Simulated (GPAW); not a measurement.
# AlN (F-43m) in GPAW: further runs

Aim: see how the results for AlN move with the level of theory and the settings. Levels: OLYP, PBE. Tasks: equation of state.

Program: GPAW 26.7.0. These are calculated values, not measurements. Logs are shortened: lines on timing, memory, paths and dates and some standing lists are left out, and cuts for length are marked. The log counts tension as positive stress, the text compression.

## 1. Starting point

The structure is cubic, space group F-43m (No. 216). The conventional cell has a = 4.368 Å, b = 4.368 Å, c = 4.368 Å, α = 90.00°, β = 90.00°, γ = 90.00°. Al (site symmetry -43m) has 4 N at 1.89 Å as nearest neighbours. N (site symmetry -43m) has 4 Al at 1.89 Å as nearest neighbours.

Measurements of this composition are mostly on another form, of space group No. 186.

## 2. Equation of state, OLYP

Contents of run.py:

```python
from ase import Atoms
from ase.eos import EquationOfState
from ase.io import Trajectory
from ase.units import GPa
from gpaw import GPAW, PW, setup_paths

setup_paths.insert(0, '.')

atoms = Atoms(['Al', 'N'],
              cell=[[0.0, 2.1839935596, 2.1839935596],
                    [2.1839935596, 0.0, 2.1839935596],
                    [2.1839935596, 2.1839935596, 0.0]],
              scaled_positions=[[0.0, 0.0, 0.0],
                                [0.25, 0.25, 0.25]],
              pbc=True)

traj = Trajectory('eos.traj', 'w')
volumes, energies = [], []
for x in [0.94, 0.96, 0.98, 1.0, 1.02, 1.04, 1.06]:
    a = atoms.copy()
    a.set_cell(atoms.cell * x**(1 / 3), scale_atoms=True)
    calc = GPAW(mode=PW(800),
                xc='GGA_X_OPTX+GGA_C_LYP',
                kpts={'size': (10, 10, 10), 'gamma': True},
                occupations={'name': 'fermi-dirac', 'width': 0.05},
                nbands=11,
                convergence={'density': 1e-05, 'energy': 1e-05},
                eigensolver='davidson',
                maxiter=150,
                txt=f'eos-{x:.2f}.txt')
    a.calc = calc
    energies.append(a.get_potential_energy(force_consistent=True))
    volumes.append(a.get_volume())
    p = -a.get_stress()[:3].mean() / GPa
    calc.write(f'eos-{x:.2f}.gpw')
    traj.write(a)
    print(f'{x:.2f} {volumes[-1]:10.4f} A^3 {energies[-1]:14.6f} eV {p:9.3f} GPa', flush=True)

v0, e0, B = EquationOfState(volumes, energies, eos='birchmurnaghan').fit()
print(f'V0 = {v0:.4f} A^3, E0 = {e0:.6f} eV, B0 = {B / GPa:.2f} GPa')
```

Potentials or basis: PAW data sets generated in the run's folder for this functional, pw.

Launch:

```console
$ gpaw-setup -f GGA_X_OPTX+GGA_C_LYP Al N
$ OMP_NUM_THREADS=1 python run.py
```

Output:

```text
__  _  _
 | _ |_)|_||  |
 |__||  | ||/\| - 26.7.0

Input parameters:
  mode=PW(ecut=800.0),
  convergence={'density': 1e-05, 'energy': 1e-05},
  eigensolver=Davidson(niter=2),
  kpts=MonkhorstPack(size=(10, 10, 10), gamma=True),
  maxiter=150,
  nbands=11,
  occupations=Occupations(name='fermi-dirac', width=0.05),
  xc=XC(name='GGA_X_OPTX+GGA_C_LYP')

Diagonalizing LCAO Hamiltonian
Converting LCAO to pw mode

          N
       Al

Atoms  # Å, Bohr magnetons
|   | symbol |        x |        y |        z |    initial magnetic moments |
|---|--------|----------|----------|----------|-----------------------------|
| 0 |     Al | 0.000000 | 0.000000 | 0.000000 | ( 0.0000,  0.0000,  0.0000) |
| 1 |      N | 1.069705 | 1.069705 | 1.069705 | ( 0.0000,  0.0000,  0.0000) |

Unit cell  # Å
| periodic |        x |        y |        z |  lengths |    angles |
|----------|----------|----------|----------|----------|-----------|
|      yes | 0.000000 | 2.139410 | 2.139410 | 3.025582 | 60.000000 |
|      yes | 2.139410 | 0.000000 | 2.139410 | 3.025582 | 60.000000 |
|      yes | 2.139410 | 2.139410 | 0.000000 | 3.025582 | 60.000000 |

Number of symmetries: 24
Symmetry operations  # r_c * U_cc + t_c -> r_c
|    | kind |            matrix            |
|----|------|------------------------------|
|  0 |  E   |  1, 0, 0,  0, 1, 0,  0, 0, 1 |
|  1 |  σ   |  1, 0, 0,  0, 0, 1,  0, 1, 0 |
|  2 |  σ   |  1, 0,-1,  0, 1,-1,  0, 0,-1 |
|  3 |  C3  |  1, 0,-1,  0, 0,-1,  0, 1,-1 |
|  4 |  C3  |  1,-1, 0,  0,-1, 1,  0,-1, 0 |
|  5 |  σ   |  1,-1, 0,  0,-1, 0,  0,-1, 1 |
|  6 |  σ   |  0, 1, 0,  1, 0, 0,  0, 0, 1 |
|  7 |  C3  |  0, 1, 0,  0, 0, 1,  1, 0, 0 |
|  8 |  C2  |  0, 1,-1,  1, 0,-1,  0, 0,-1 |
|  9 |  S4  |  0, 1,-1,  0, 0,-1,  1, 0,-1 |
| 10 |  C3  |  0, 0, 1,  1, 0, 0,  0, 1, 0 |
| 11 |  σ   |  0, 0, 1,  0, 1, 0,  1, 0, 0 |
| 12 |  S4  |  0, 0,-1,  1, 0,-1,  0, 1,-1 |
| 13 |  C3  |  0, 0,-1,  0, 1,-1,  1, 0,-1 |
| 14 |  S4  |  0,-1, 1,  1,-1, 0,  0,-1, 0 |
| 15 |  C2  |  0,-1, 1,  0,-1, 0,  1,-1, 0 |
| 16 |  C3  |  0,-1, 0,  1,-1, 0,  0,-1, 1 |
| 17 |  S4  |  0,-1, 0,  0,-1, 1,  1,-1, 0 |
| 18 |  S4  | -1, 1, 0, -1, 0, 1, -1, 0, 0 |
| 19 |  C3  | -1, 1, 0, -1, 0, 0, -1, 0, 1 |
| 20 |  C3  | -1, 0, 1, -1, 1, 0, -1, 0, 0 |
| 21 |  S4  | -1, 0, 1, -1, 0, 0, -1, 1, 0 |
| 22 |  σ   | -1, 0, 0, -1, 1, 0, -1, 0, 1 |
| 23 |  C2  | -1, 0, 0, -1, 0, 1, -1, 1, 0 |

BZ-sampling:
  Number of BZ points: 1000
  Number of IBZ points: 47

  Monkhorst-Pack size: [10, 10, 10]
  Monkhorst-Pack shift: [0.05, 0.05, 0.05]

K-points  # in reciprocal-cell coordinates
|     |                                coordinates |     weight |
|-----|--------------------------------------------|------------|
|   0 | (  0.00000000,   0.00000000,   0.00000000) | 0.00100000 |
|   1 | (  0.10000000,   0.10000000,   0.00000000) | 0.00600000 |
|   2 | (  0.10000000,   0.10000000,   0.10000000) | 0.00800000 |
|   3 | (  0.20000000,   0.10000000,   0.10000000) | 0.01200000 |
|   4 | (  0.20000000,   0.20000000,   0.00000000) | 0.00600000 |
|   5 | (  0.20000000,   0.20000000,   0.10000000) | 0.02400000 |
|   6 | (  0.20000000,   0.20000000,   0.20000000) | 0.00800000 |
|   7 | (  0.30000000,   0.20000000,   0.10000000) | 0.02400000 |
|   8 | (  0.30000000,   0.20000000,   0.20000000) | 0.02400000 |
|   9 | (  0.30000000,   0.30000000,   0.00000000) | 0.00600000 |
| ... |                                            |            |
|  46 | (  0.50000000,   0.50000000,   0.50000000) | 0.00400000 |

Plane wave coefficients: 1020
Cutoff: 800.0 eV

Spin-components: 1 (collinear spins)
Bands:           11
Projectors:      10
Spin-degeneracy: 2
Datatype:        complex128

Parallelization:
  kpt:    1
  domain: 1
  band:   1

Density:
  Valence electrons: 8.0
  Components: 1
  Grid points: [20 20 20]
  Charge: 0.0  # |e|

Potential:
  Grid points: [20 20 20]

species:
  Al:
    name:    Aluminium
    Z:       13.0
    valence: 3
    core:    10
    charge:  0.0  # [|e|]
    compensation charges:
      type: gauss
      rc: 0.34  # [Å]
      lmax: 2
    cutoffs:
      filter: 1.91  # [Å]
      core: 2.36  # [Å]
    projectors
    | kind |    occ | energy [eV] | rcut [Å] |
    |------|--------|-------------|----------|
    |   3s |  2.000 |      -7.575 |    1.085 |
    |   3p |  1.000 |      -2.568 |    1.085 |
    |    s |        |      19.636 |    1.085 |
    |    p |        |      24.644 |    1.085 |
    |    d |        |       0.000 |    1.085 |

    Using partial waves for Al as LCAO basis

  N:
    name:    Nitrogen
    Z:       7.0
    valence: 5
    core:    2
    charge:  0.0  # [|e|]
    compensation charges:
      type: gauss
      rc: 0.18  # [Å]
      lmax: 2
    cutoffs:
      filter: 1.11  # [Å]
      core: 0.96  # [Å]
    projectors
    | kind |    occ | energy [eV] | rcut [Å] |
    |------|--------|-------------|----------|
    |   2s |  2.000 |     -18.711 |    0.603 |
    |   2p |  3.000 |      -6.990 |    0.529 |
    |    s |        |       8.501 |    0.603 |
    |    p |        |      20.221 |    0.529 |
    |    d |        |       0.000 |    0.577 |

    Using partial waves for N as LCAO basis

Reference energy: -8090.300692  # eV

eigensolver:
  Davidson
  Converge bands: occupied
  niter=2

density mixing:
  MSR1-Mixer
  Pratt-step length: 0.05
  Maximum mixing coefficient: 0.75
  Old densities: 10
  SVD Regularization: 0.005
  Good broyden scale: 1.0
  Trust region scale: 1.0
  Backstep threshold: 4.0
  History deletion threshold: 6.0
  Fourier metric: weight=20.0, sigma=0.015

occupation numbers:
  Fermi-Dirac:
    width: 0.0500  # eV

poisson solver:
  ecut: 6400.0  # eV

xc functional:
  name: GGA_X_OPTX+GGA_C_LYP with 2 nearest neighbor stencil

convergence criteria:
- Maximum integral of absolute [dens]ity change: 1e-05 electrons / valence electron
- Maximum [total energy] change in last 3 cyles: 1e-05 eV / valence electron
- Maximum integral of absolute [eigenst]ate change: 4e-08 eV^2 / valence electron
maximum number of iterations: 150

SCF iterations
|iter     | |      energy | eigst |  dens |
|---------|-|-------------|-------|-------|
|iter:   1| |  -15.618871 | -0.22 |       |
|iter:   2| |  -15.112538 | -2.04 | -0.55 |
|iter:   3| |  -13.639401 | -0.96 | -0.60 |
|iter:   4| |  -13.673220 | -2.50 | -1.25 |
|iter:   5| |  -13.688492 | -3.06 | -1.55 |
|iter:   6| |  -13.688562 | -4.48 | -2.72 |
|iter:   7| |  -13.688600 | -5.44 | -3.09 |
|iter:   8| |  -13.688600c| -7.56c| -4.13 |
|iter:   9| |  -13.688601c| -8.24c| -4.50 |
|iter:  10| |  -13.688601c|-10.02c| -5.25c|

Converged in 10 steps
Energy contributions relative to reference atoms: (reference = -8090.300692)

Energy contributions:
  Kinetic:          24.966666
  Coulomb:         -20.920116
  Zero:              0.079013
  External:          0.000000
  Xc:              -17.814164
  Entropy:          -0.000000
  Spinorbit:         0.000000
  ----------------------------
  Free energy:     -13.688601
  Extrapolated:    -13.688601

dipole moment: (-8.403498, -8.403498, -8.403498)  # |e|*Ang

Fermi level: 7.690
Eigenvalues  # (at kpt = [0.000, 0.000, 0.000])
| band index |      eig [eV] | occ [0-2] |
|------------|---------------|-----------|
|          0 |        -8.704 |     2.000 |
|          1 |         6.723 |     2.000 |
|          2 |         6.723 |     2.000 |
|          3 |         6.723 |     2.000 |
|          4 |        11.554 |     0.000 |
|          5 |        20.092 |     0.000 |
|          6 |        20.092 |     0.000 |
|          7 |        20.092 |     0.000 |
|          8 |        25.036 |     0.000 |
|          9 |        26.433 |     0.000 |
|         10 |        26.667 |     0.000 |

Gap: 3.463 eV
Transition (v -> c):
  (s=0, k=0, n=3, [0.00, 0.00, 0.00]) -> (s=0, k=41, n=4, [0.50, 0.50, 0.00])
Direct/indirect transitions are different
Direct gap: 4.830 eV
Transition at: (s=0, k=0, n=3, [0.00, 0.00, 0.00])

Stress tensor  # eV/Ang^3
|         x |         y |         z |
|-----------|-----------|-----------|
| -0.132636 |  0.000000 |  0.000000 |
|  0.000000 | -0.132636 |  0.000000 |
|  0.000000 |  0.000000 | -0.132636 |

# Writing to eos-0.94.gpw (mode='')
```

Wall time 58 s (1 thread of Intel Xeon Platinum 8488C (Sapphire Rapids), shared host); peak memory 0.2 GiB.

Results:

- Equilibrium volume: 10.77 Å³/atom
- Bulk modulus: 190 GPa
- Pressure derivative of the bulk modulus: 4.0 (rough: it moves with the points fitted)

Energy against volume, from the lowest point:
```tsv
volume (Å³/atom)	energy (meV/atom)
9.792	61.58
10.001	36.78
10.209	18.80
10.417	7.02
10.626	0.97
10.834	0.00
11.042	3.62
```

## 3. Equation of state, PBE

Contents of run.py:

```python
from ase.eos import EquationOfState
from ase.io import Trajectory, read
from ase.units import GPa
from gpaw import GPAW

atoms = read('POSCAR')

traj = Trajectory('eos.traj', 'w')
volumes, energies = [], []
for x in [0.94, 0.96, 0.98, 1.0, 1.02, 1.04, 1.06]:
    a = atoms.copy()
    a.set_cell(atoms.cell * x**(1 / 3), scale_atoms=True)
    calc = GPAW(mode='lcao',
                h=0.18,
                basis='dz(dzp)',
                xc='PBE',
                kpts={'size': (10, 10, 10), 'gamma': True},
                occupations={'name': 'fermi-dirac', 'width': 0.05},
                convergence={'density': 1e-05, 'energy': 1e-05},
                maxiter=150,
                txt=f'eos-{x:.2f}.txt')
    a.calc = calc
    energies.append(a.get_potential_energy(force_consistent=True))
    volumes.append(a.get_volume())
    calc.write(f'eos-{x:.2f}.gpw')
    traj.write(a)
    print(f'{x:.2f} {volumes[-1]:10.4f} A^3 {energies[-1]:14.6f} eV', flush=True)

v0, e0, B = EquationOfState(volumes, energies, eos='birchmurnaghan').fit()
print(f'V0 = {v0:.4f} A^3, E0 = {e0:.6f} eV, B0 = {B / GPa:.2f} GPa')
```

Contents of POSCAR:

```
AlN
1.0
    0.0000000000      2.1839935596      2.1839935596
    2.1839935596      0.0000000000      2.1839935596
    2.1839935596      2.1839935596      0.0000000000
Al N
1 1
Direct
    0.0000000000      0.0000000000      0.0000000000
    0.2500000000      0.2500000000      0.2500000000
```

Potentials or basis: GPAW PAW data sets (gpaw-data 1.2.1), lcao:dz(dzp).

Launch:

```console
$ OMP_NUM_THREADS=1 python run.py
```

Wall time 3.7 min (1 thread of Intel Xeon Platinum 8488C (Sapphire Rapids), shared host); peak memory 0.21 GiB.

The run converged, but some of its settings lie outside the range that counts as converged, so its numbers aren't taken as properties of the crystal.

What came out:

```yaml
Equilibrium_volume: "10.82 Å³/atom (rough: see the caveat)"
Bulk_modulus: 5174 GPa (rough)
```

Caveat: the energies scatter about the fit; the fit is doubtful: noisy points or a state that changes with volume; the basis of atomic orbitals isn't converged, which shifts pressures, moduli and gaps.
